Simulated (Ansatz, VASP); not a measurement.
**Two plane-wave programs on Ni**

File INCAR:

```
PREC = Accurate
ENCUT = 600
EDIFF = 1E-7
ISMEAR = -1
SIGMA = 0.05
LREAL = F
LASPH = T
NELM = 120
ALGO = Normal
ISIF = 3
LWAVE = F
LCHARG = F
ISPIN = 2
MAGMOM = 1
LORBIT = 11
LMAXMIX = 4
GGA = PE
IBRION = 2
NSW = 40
EDIFFG = -0.01
```

The input KPOINTS:

```
Automatic mesh
0
Gamma
  13 13 13
```

Contents of POSCAR:

```
Ni
1.0
    0.0000000000      1.7375729330      1.7375729330
    1.7375729330      0.0000000000      1.7375729330
    1.7375729330      1.7375729330      0.0000000000
Ni
1
Direct
    0.0000000000      0.0000000000      0.0000000000
```

File input.yaml:

```yaml
crystal:
  lattice:
    - [0.0, 1.737572933, 1.737572933]
    - [1.737572933, 0.0, 1.737572933]
    - [1.737572933, 1.737572933, 0.0]
  atoms:
    - { symbol: Ni, position: [0.0, 0.0, 0.0], spin: 1.0 }
hamiltonian:
  xc: pbe
  pseudopotentials: { kind: paw }
magnetization:
  spin_polarized: true
kpoints:
  mp_grid: { grid: [13, 13, 13] }
scf:
  occupations: { method: fermi_dirac, width: 0.05 }
output:
  forces: true
  stress: true
relax:
  f_tol: 0.01
  max_steps: 40
  cell: { stress_tol: 0.05 }
```

Alike in both runs: task relaxation of cell and atoms; functional PBE; k mesh 13 × 13 × 13; occupations fermi-dirac, width 0.05 eV; collinear spin, ferromagnetic start.

```csv
,VASP,Ansatz
version,VASP 6.6.1,Ansatz 0.2.0
potentials or method,"VASP PAW PBE potentials, release 54 (Ni)",Ansatz PAW
plane-wave cutoff (eV),600,420
valence electrons in the cell,10,18
```

VASP gave:

| Item | Value |
| --- | --- |
| net moment per atom (μB) | 0.63 |
| size of the moment on the site where the two differ most (μB) | 0.64 |
| relaxed volume (Å³/atom) | 10.88 |
| relaxed cell length with the largest relative difference (Å) | 2.487 |
| energy change over the relaxation (meV/atom) | -9 |

Question: Estimate Ansatz's values.

Answer: net moment per atom (μB): 0.63; size of the moment on the site where the two differ most (μB): 0.67; relaxed volume (Å³/atom): 10.89; relaxed cell length with the largest relative difference (Å): 2.488; energy change over the relaxation (meV/atom): -10.

Site moments also hang on the region over which each program counts them. The two sets of potentials don't hold the same shells in valence.

Caveats: the plane-wave basis is chosen anew once the cell has moved, so the energies of steps on either side of that aren't comparable (Ansatz).
